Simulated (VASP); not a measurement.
# Ta (Im-3m) in VASP: notebook

Runs on Ta. Level: PBE. Tasks: relaxation of cell and atoms, vibrations by finite differences.

All numbers are computed with VASP 6.6.1; they aren't measurements. Logs are shortened: lines on timing, memory, paths and dates and some standing lists are left out, and cuts for length are marked.

### 1 The structure

The structure is cubic, space group Im-3m (No. 229). Conventional cell: a = 3.303 Å, b = 3.303 Å, c = 3.303 Å, α = 90.00°, β = 90.00°, γ = 90.00°. Ta (site symmetry m-3m) is surrounded by 8 Ta at 2.86 Å.

### 2 Relaxation of cell and atoms, PBE

INCAR reads:

```
SYSTEM = Ta
PREC     = Accurate       ! precision mode
ENCUT    = 700            ! plane-wave cutoff, eV
EDIFF    = 1E-7           ! SCF threshold, eV
ISMEAR   = 0              ! smearing method
SIGMA    = 0.1            ! smearing width, eV
LREAL    = .FALSE.        ! projectors in reciprocal space
LASPH    = .TRUE.         ! aspherical terms in the spheres
NELM     = 80             ! most SCF steps
ALGO     = Fast           ! electronic algorithm
ISIF     = 3              ! what is computed and relaxed
LWAVE    = .FALSE.        ! write WAVECAR
LCHARG   = .FALSE.        ! write CHGCAR
GGA      = PE             ! functional
IBRION   = 2              ! ionic algorithm
NSW      = 80             ! ionic steps
EDIFFG   = -0.002         ! ionic threshold
```

KPOINTS reads:

```
Automatic mesh
0
G
  18 18 18
  0 0 0
```

POSCAR reads:

```
Ta
1.0
   -1.6512800000      1.6512800000      1.6512800000
    1.6512800000     -1.6512800000      1.6512800000
    1.6512800000      1.6512800000     -1.6512800000
Ta
1
Direct
    0.0000000000      0.0000000000      0.0000000000
```

Potentials or basis: VASP PAW PBE potentials, release 64 (Ta_pv).

The run is started by

```bash
> cat potpaw_PBE.64/Ta_pv/POTCAR > POTCAR
> mpirun -np 1 vasp_std > vasp.out
```

OUTCAR:

```text
SYSTEM = Ta
   PREC = Accurate
   ENCUT = 700
   EDIFF = 1E-7
   ISMEAR = 0
   LREAL = .FALSE.
   LASPH = .TRUE.
   NELM = 80
   ISIF = 3
   GGA = PE
   IBRION = 2
   NSW = 80
   EDIFFG = -0.002

 ion  position               nearest neighbor table
   1  0.000  0.000  0.000-

  LATTYP: Found a body centered cubic cell.
 ALAT       =     3.3025600000

  Lattice vectors:

 A1 = (  -1.6512800000,   1.6512800000,   1.6512800000)
 A2 = (   1.6512800000,  -1.6512800000,   1.6512800000)
 A3 = (   1.6512800000,   1.6512800000,  -1.6512800000)

Analysis of symmetry for initial positions (statically):
=====================================================================
 Subroutine PRICEL returns:
 Original cell was already a primitive cell.

 Routine SETGRP: Setting up the symmetry group for a
 body centered cubic supercell.

 Subroutine GETGRP returns: Found 48 space group operations
 (whereof 48 operations were pure point group operations)
 out of a pool of 48 trial point group operations.

The static configuration has the point symmetry O_h .

Analysis of symmetry for dynamics (positions and initial velocities):
=====================================================================
 Subroutine PRICEL returns:
 Original cell was already a primitive cell.

 Routine SETGRP: Setting up the symmetry group for a
 body centered cubic supercell.

 Subroutine GETGRP returns: Found 48 space group operations
 (whereof 48 operations were pure point group operations)
 out of a pool of 48 trial point group operations.

The dynamic configuration has the point symmetry O_h .

 Subroutine INISYM returns: Found 48 space group operations
 (whereof 48 operations are pure point group operations),
 and found     1 'primitive' translations

----------------------------------------------------------------------------------------

                                     Primitive cell

  volume of cell :      18.0104

  direct lattice vectors                    reciprocal lattice vectors
    -1.651280000  1.651280000  1.651280000     0.000000000  0.302795407  0.302795407
     1.651280000 -1.651280000  1.651280000     0.302795407  0.000000000  0.302795407
     1.651280000  1.651280000 -1.651280000     0.302795407  0.302795407  0.000000000
[... 111 lines left out ...]
   LEPSILON=     F    determine dielectric tensor
   LRPA    =     F    only Hartree local field effects (RPA)
 conjugate gradient relaxation of ions
 non-spin polarized calculation
 RMM-DIIS sequential band-by-band and
 Gauss-broadening in eV      SIGMA  =   0.10
  energy-cutoff  :      700.00
  volume of cell :       18.01
 maximum number of plane-waves:       768
 NGX is ok and might be reduce to    28
   NGX = 13   NGY = 13   NGZ = 13

--------------------------------------- Ionic step        1  -------------------------------------------

 number of electron      11.0000001 magnetization

 Free energy of the ion-electron system (eV)
  ---------------------------------------------------
  ext. energy  EPLUGINS =         0.00000000
  ---------------------------------------------------
  free energy    TOTEN  =       -11.81398109 eV

  energy without entropy =      -11.80792542  energy(sigma->0) =      -11.81095326

------------------------ aborting loop because EDIFF is reached ----------------------------------------

  FORCE on cell =-STRESS in cart. coord.  units (eV):
  Direction    XX          YY          ZZ          XY          YZ          ZX
  --------------------------------------------------------------------------------------
  -------------------------------------------------------------------------------------
  Total        0.3465748      0.3465748      0.3465748      0.0000000      0.0000000     -0.0000000
  in kB       30.8308408     30.8308408     30.8308408      0.0000000      0.0000000     -0.0000000
  external PRESSURE =      30.8308408 kB  Pullay stress =       0.0000000 kB
[... 86 lines left out ...]
  FREE ENERGIE OF THE ION-ELECTRON SYSTEM (eV)
  ---------------------------------------------------
  free  energy   TOTEN  =       -11.8166334167 eV

  energy  without entropy=      -11.8105445698  energy(sigma->0) =      -11.81358899

[... ionic steps 4 to 12 ...]

--------------------------------------- Ionic step       13  -------------------------------------------

 number of electron      11.0000000 magnetization

------------------------ aborting loop because EDIFF is reached ----------------------------------------
[... 65 lines left out ...]
--------------------------------------- Ionic step       15  -------------------------------------------

 number of electron      11.0000000 magnetization

 Free energy of the ion-electron system (eV)
  ---------------------------------------------------
  ext. energy  EPLUGINS =         0.00000000
  ---------------------------------------------------
  free energy    TOTEN  =       -11.81663380 eV

  energy without entropy =      -11.81054539  energy(sigma->0) =      -11.81358959

 E-fermi :   5.3726     XC(G=0): -12.5397

 val. band max:        5.3524250447   @ k =   0.1111   0.1111   0.0000
 cond. band min:       5.3740434407   @ k =   0.3333   0.1667   0.0556
 fundamental gap:      0.0216183960
 Fermi energy:         5.3726385363

 k-point     1 :       0.0000    0.0000    0.0000
  band No.  band energies     occupation
      1     -27.7684      2.00000
      2     -27.7684      2.00000
      3     -27.7684      2.00000
      4      -2.4944      2.00000
      5       6.0976      0.00000
      6       6.0976      0.00000
      7       6.0976      0.00000
      8       9.3166      0.00000
      9       9.3166      0.00000
[... 265 lines left out ...]
 k-point    24 :       0.3889    0.1111    0.0000
  band No.  band energies     occupation
      1     -28.8149      2.00000
      2     -28.1600      2.00000
      3     -27.8238      2.00000
      4       1.4366      2.00000
      5       3.9817      2.00000
      6       5.9776      0.00000
      7       9.0624      0.00000
      8      10.3284      0.00000
      9      13.1124      0.00000

 [... further k-points ...]

------------------------ aborting loop because EDIFF is reached ----------------------------------------

  FORCE on cell =-STRESS in cart. coord.  units (eV):
  Direction    XX          YY          ZZ          XY          YZ          ZX
  --------------------------------------------------------------------------------------
  -------------------------------------------------------------------------------------
  Total        0.0009377      0.0009377      0.0009377      0.0000000      0.0000000      0.0000000
  in kB        0.0821458      0.0821458      0.0821458      0.0000000      0.0000000      0.0000000
  external PRESSURE =       0.0821458 kB  Pullay stress =       0.0000000 kB
[... 16 lines left out ...]
  FREE ENERGIE OF THE ION-ELECTRON SYSTEM (eV)
  ---------------------------------------------------
  free  energy   TOTEN  =       -11.8166337991 eV

  energy  without entropy=      -11.8105453899  energy(sigma->0) =      -11.81358959

 reached required accuracy - stopping structural energy minimisation
```

OSZICAR:

```text
N       E                     dE             d eps       ncg     rms          rms(c)
DAV:   1     0.570697930099E+02    0.57070E+02   -0.76204E+03  3510   0.146E+03
DAV:   2    -0.114731509674E+02   -0.68543E+02   -0.67510E+02  4598   0.278E+02
DAV:   3    -0.122678461503E+02   -0.79470E+00   -0.77169E+00  4057   0.293E+01
DAV:   4    -0.122739711490E+02   -0.61250E-02   -0.61033E-02  4128   0.203E+00
[... 85 lines left out ...]
RMM:   2    -0.118166337813E+02    0.39562E-07   -0.47769E-08  1757   0.250E-03
  14 F= -.11816634E+02 E0= -.11813590E+02  d E =-.105554E-06
       N       E                     dE             d eps       ncg     rms          rms(c)
DAV:   1    -0.118166340150E+02   -0.19409E-06   -0.55431E-06  3571   0.347E-02    0.372E-03
RMM:   2    -0.118166338575E+02    0.15749E-06   -0.19099E-07  2228   0.500E-03    0.120E-03
RMM:   3    -0.118166337991E+02    0.58405E-07   -0.13636E-07  1942   0.386E-03
  15 F= -.11816634E+02 E0= -.11813590E+02  d E =-.123314E-06
```

It took 2.4 min on 1 thread of AMD EPYC 9R45 (Zen 5), shared host; peak memory 0.18 GiB.

Results:

```
Free energy                            : -11.8166 eV
Relaxed volume                         : 18.29 Å³/atom
Relaxed cell                           : a = 2.875 Å, b = 2.875 Å, c = 2.875 Å, α = 109.47°, β = 109.47°, γ = 109.47°
Space group after relaxing (to 0.05 Å) : Im-3m (No. 229)
Energy gained by relaxing              : 2.7 meV/atom
Ionic steps                            : 15
Pressure after relaxing                : 0.0 GPa
Band gap on the k mesh                 : none (metal or under the smearing width)
```

Step by step:
| step | energy change (eV) | largest force (eV/Å) | pressure (GPa) | volume (Å³) |
| --- | --- | --- | --- | --- |
| 1 | 0.0000 | 0.0000 | 3.08 | 18.01 |
| 2 | 0.0103 | 0.0000 | -6.30 | 18.93 |
| 3 | -0.0027 | 0.0000 | -0.03 | 18.29 |
| 4 | -0.0027 | 0.0000 | 0.04 | 18.29 |
| 5 | -0.0027 | 0.0000 | 0.03 | 18.29 |
| 6 | -0.0027 | 0.0000 | 0.03 | 18.29 |
| 7 | -0.0027 | 0.0000 | 0.03 | 18.29 |
| 8 | -0.0027 | 0.0000 | 0.03 | 18.29 |
| 9 | -0.0027 | 0.0000 | 0.03 | 18.29 |
| 10 | -0.0027 | 0.0000 | 0.03 | 18.29 |
| 11 | -0.0027 | 0.0000 | 0.03 | 18.29 |
| 12 | -0.0027 | 0.0000 | 0.03 | 18.29 |
| 13 | -0.0027 | 0.0000 | 0.03 | 18.29 |
| 14 | -0.0027 | 0.0000 | 0.03 | 18.29 |
| 15 | -0.0027 | 0.0000 | 0.01 | 18.29 |

Final structure:
```xyz
1
Lattice="-1.6598 1.6598 1.6598 1.6598 -1.6598 1.6598 1.6598 1.6598 -1.6598" Properties=species:S:1:pos:R:3 pbc="T T T"
Ta    0.0000    0.0000    0.0000
```

### 3 Relaxation of cell and atoms, PBE

This run uses another cell than the first one, of 18.29 Å³/atom, 1.016 times its volume.

INCAR is that of step 2.

KPOINTS is that of step 2.

POSCAR reads:

```
Ta                                      
1.0
   -1.6597688862      1.6597688862      1.6597688862
    1.6597688862     -1.6597688862      1.6597688862
    1.6597688862      1.6597688862     -1.6597688862
  Ta            
     1
Direct
     0.0000000000000000    0.0000000000000000    0.0000000000000000
```

Potentials or basis: VASP PAW PBE potentials, release 64 (Ta_pv).

The run is started by

```bash
> cat potpaw_PBE.64/Ta_pv/POTCAR > POTCAR
> mpirun -np 1 vasp_std > vasp.out
```

Wall time 34 s (1 thread of AMD EPYC 9R45 (Zen 5), shared host); peak memory 0.17 GiB.

It converged, with:

```yaml
Free_energy: -11.8167 eV
Pressure_after_relaxing: 0.0 GPa
Band_gap_on_the_k_mesh: none (metal or under the smearing width)
```

Final structure:
```
Ta
1.0
    -1.65977    1.65977    1.65977
     1.65977   -1.65977    1.65977
     1.65977    1.65977   -1.65977
Ta
1
Direct
  0.00000 0.00000 0.00000
```

Levels at points of the mesh, in eV from the Fermi level:
| k point | band 1 | band 2 | band 3 | band 4 | band 5 | band 6 | band 7 | band 8 | band 9 |
| --- | --- | --- | --- | --- | --- | --- | --- | --- | --- |
| (0.00, 0.00, 0.00) | -33.14 | -33.14 | -33.14 | -7.87 | 0.73 | 0.73 | 0.73 | 3.94 | 3.94 |
| (0.50, 0.00, 0.00) | -34.26 | -33.50 | -33.15 | -4.32 | -1.51 | 1.51 | 3.82 | 4.82 | 7.64 |
| (0.50, 0.50, 0.50) | -33.92 | -33.92 | -33.92 | -3.72 | -3.72 | 6.70 | 6.70 | 6.70 | 8.51 |

Caveat: the relaxation stopped at its first step, so nothing moved. Spin-orbit coupling is left out, which matters for the levels of Ta.

### 4 Vibrations by finite differences, PBE

This run uses another cell than the first one, of 18.29 Å³/atom, 1.016 times its volume.

INCAR reads:

```
ALGO     = Fast           # electronic algorithm
EDIFF    = 1E-8           # SCF threshold, eV
ENCUT    = 700            # plane-wave cutoff, eV
GGA      = PE             # functional
IBRION   = 6              # ionic algorithm
ISIF     = 3              # what is computed and relaxed
ISMEAR   = 0              # smearing method
LASPH    = T              # aspherical terms in the spheres
LCHARG   = F              # write CHGCAR
LREAL    = F              # projectors in reciprocal space
LWAVE    = F              # write WAVECAR
NELM     = 80             # most SCF steps
NFREE    = 2            
NSW      = 1              # ionic steps
POTIM    = 0.015          # step
PREC     = Accurate       # precision mode
SIGMA    = 0.1            # smearing width, eV
```

KPOINTS reads:

```
k-points
0
Gamma
  18 18 18
```

POSCAR is that of step 3.

Potentials or basis: VASP PAW PBE potentials, release 64 (Ta_pv).

The run is started by

```bash
> cat potpaw_PBE.64/Ta_pv/POTCAR > POTCAR
> mpirun -np 1 vasp_std > vasp.out
```

OUTCAR:

```text
EDIFF = 1E-8
   ENCUT = 700
   GGA = PE
   IBRION = 6
   ISIF = 3
   ISMEAR = 0
   LASPH = T
   LREAL = F
   NELM = 80
   NFREE = 2
   NSW = 1
   POTIM = 0.015
   PREC = Accurate

 ion  position               nearest neighbor table
   1  0.000  0.000  0.000-

  LATTYP: Found a body centered cubic cell.
 ALAT       =     3.3195377724

  Lattice vectors:

 A1 = (  -1.6597688862,   1.6597688862,   1.6597688862)
 A2 = (   1.6597688862,  -1.6597688862,   1.6597688862)
 A3 = (   1.6597688862,   1.6597688862,  -1.6597688862)

Analysis of symmetry for initial positions (statically):
=====================================================================
[... 697 lines left out ...]
  y    -0.00000     0.00000     0.00000    -0.00000     0.00000     0.00000
  z    -0.00000     0.00000    -0.00000     0.00000     0.00000    -0.00000

 INTERNAL STRAIN TENSORS FROM DISPLACED ATOMS
 ============================================

 INTERNAL STRAIN TENSOR FOR ION    1 for displacements in x,y,z  (eV/Angst):
          X           Y           Z          XY          YZ          ZX
  --------------------------------------------------------------------------------
  x     0.00000     0.00000     0.00000     0.00000     0.00000     0.00000
  y     0.00000     0.00000     0.00000     0.00000     0.00000     0.00000
  z     0.00000     0.00000     0.00000     0.00000     0.00000     0.00000

 Eigenvectors and eigenvalues of the dynamical matrix
 ----------------------------------------------------

   1 f  =    0.000000 THz     0.000000 2PiTHz    0.000000 cm-1     0.000000 meV
             X         Y         Z           dx          dy          dz
      0.000000  0.000000  0.000000     1.000000    0.000000    0.000000

   2 f  =    0.000000 THz     0.000000 2PiTHz    0.000000 cm-1     0.000000 meV
             X         Y         Z           dx          dy          dz
      0.000000  0.000000  0.000000     0.000000    1.000000    0.000000

   3 f  =    0.000000 THz     0.000000 2PiTHz    0.000000 cm-1     0.000000 meV
             X         Y         Z           dx          dy          dz
      0.000000  0.000000  0.000000     0.000000    0.000000    1.000000

--------------------------------------------------------------------------------------------------------

 ELASTIC MODULI CONTR FROM IONIC RELAXATION (kBar)
 Direction    XX          YY          ZZ          XY          YZ          ZX
 --------------------------------------------------------------------------------
 XX           0.0000      0.0000      0.0000      0.0000      0.0000      0.0000
 YY           0.0000      0.0000      0.0000      0.0000      0.0000      0.0000
 ZZ           0.0000      0.0000      0.0000      0.0000      0.0000      0.0000
 XY           0.0000      0.0000      0.0000      0.0000      0.0000      0.0000
 YZ           0.0000      0.0000      0.0000      0.0000      0.0000      0.0000
 ZX           0.0000      0.0000      0.0000      0.0000      0.0000      0.0000
 --------------------------------------------------------------------------------

 TOTAL ELASTIC MODULI (kBar)
 Direction    XX          YY          ZZ          XY          YZ          ZX
 --------------------------------------------------------------------------------
 XX        2637.9347   1609.8131   1609.8131     -0.0000     -0.0000     -0.0000
 YY        1609.8131   2637.9347   1609.8131     -0.0000      0.0000      0.0000
 ZZ        1609.8131   1609.8131   2637.9347     -0.0000      0.0000     -0.0000
 XY          -0.0000     -0.0000     -0.0000    739.1121     -0.0000      0.0000
 YZ          -0.0000      0.0000      0.0000     -0.0000    739.1121      0.0000
 ZX          -0.0000      0.0000     -0.0000      0.0000      0.0000    739.1121
 --------------------------------------------------------------------------------
```

stdout:

```text
POSCAR found type information on POSCAR Ta
 POSCAR found :  1 types and       1 ions
 scaLAPACK will be used
 LDA part: xc-table for (Slater+PW92), standard interpolation
 POSCAR, INCAR and KPOINTS ok, starting setup
 FFT: planning ... GRIDC
 FFT: planning ... GRID_SOFT
 FFT: planning ... GRID
 WAVECAR not read
 entering main loop
 Found     1 degrees of freedom:
 Adding 6 more for cell shape distortion
 Finite differences POTIM= 0.01500 DOF=   7
 bond charge predicted
 Finite differences progress:
 bond charge predicted
 num prob RMM:  10    -0.118131731695E+02   -0.16346E-06   -0.66403E-07  8894   0.101E-02    0.129E-02
 Finite differences progress:
 bond charge predicted
 Finite differences progress:
 bond charge predicted
 num prob RMM:  13    -0.118131734182E+02   -0.35821E-07   -0.30242E-08  6576   0.201E-03    0.474E-04
 Finite differences progress:
 bond charge predicted
 Finite differences progress:
 bond charge predicted
 Finite differences progress:
 bond charge predicted
 Finite differences progress:
 bond charge predicted
 Finite differences progress:
 bond charge predicted
 Finite differences progress:
 bond charge predicted
 Finite differences progress:
 bond charge predicted
 Finite differences progress:
 bond charge predicted
 Finite differences progress:
 bond charge predicted
 Finite differences progress:
 bond charge predicted
 Finite differences progress:
```

It took 32 min on 1 thread of AMD EPYC 9R45 (Zen 5), shared host; peak memory 0.74 GiB.

What came out:

```yaml
Elastic_constants_C11_C12_C44: 264, 161, 74 GPa
Voigt_bulk_modulus: 195 GPa
```

Elastic tensor in Voigt notation (GPa, in the Cartesian axes of the cell as first typed):
```
264 161 161   0   0   0
161 264 161   0   0   0
161 161 264   0   0   0
  0   0   0  74   0   0
  0   0   0   0  74   0
  0   0   0   0   0  74
```

Clamped-ion elastic tensor (GPa):
```
264 161 161   0   0   0
161 264 161   0   0   0
161 161 264   0   0   0
  0   0   0  74   0   0
  0   0   0   0  74   0
  0   0   0   0   0  74
```
